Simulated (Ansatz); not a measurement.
Something may be wrong with this Ansatz 0.2.0 calculation of ZnCu2SnSe4.

File input.yaml:

```yaml
crystal:
  lattice:
    - [-2.8441, 2.8441, 5.6689]
    - [2.8441, -2.8441, 5.6689]
    - [2.8441, 2.8441, -5.6689]
  atoms:
    - { symbol: Sn, position: [0.5, 0.5, 0.0] }
    - { symbol: Se, position: [0.8873, 0.3699, 0.0] }
    - { symbol: Se, position: [0.1127, 0.1127, 0.4826] }
    - { symbol: Se, position: [0.3699, 0.8873, 0.0] }
    - { symbol: Se, position: [0.6301, 0.6301, 0.5174] }
    - { symbol: Zn, position: [0.0, 0.0, 0.0] }
    - { symbol: Cu, position: [0.25, 0.75, 0.5] }
    - { symbol: Cu, position: [0.75, 0.25, 0.5] }
hamiltonian:
  xc: pbesol
  pseudopotentials: { kind: paw }
kpoints:
  mp_grid: { grid: [0, 7, 7] }
scf:
  occupations: { method: fermi_dirac, width: 0.05 }
  max_iter: 60
output:
  forces: true
  stress: true
  eigenvalues: true
relax:
  f_tol: 0.01
  max_steps: 40
  cell: { stress_tol: 0.05 }
```

Potentials or basis: Ansatz PAW.

Run with:

```console
$ ansatz run input.yaml --threads 4 --pin off --max-ram 11264MiB --backend cpu --events-out ev --progress --plain --runs-dir out
```

Output:

```text
Error: invalid value for `kpoints.mp_grid.grid`: each dimension must be in 1..=255
```

**Question.** What happened, and what is wrong with the input?

**Answer.** The program refused the input. The input holds a flaw that was put in on purpose: a mesh with a zero or a mesh and a spacing (kpoints.mp_grid.grid = [0, 7, 7]).

A sound run on the same cell differs in these lines of the main input:
```diff
@@ -19 +19 @@
-  mp_grid: { grid: [0, 7, 7] }
+  mp_grid: { grid: [7, 7, 7] }
@@ -22 +21,0 @@
-  max_iter: 60
```
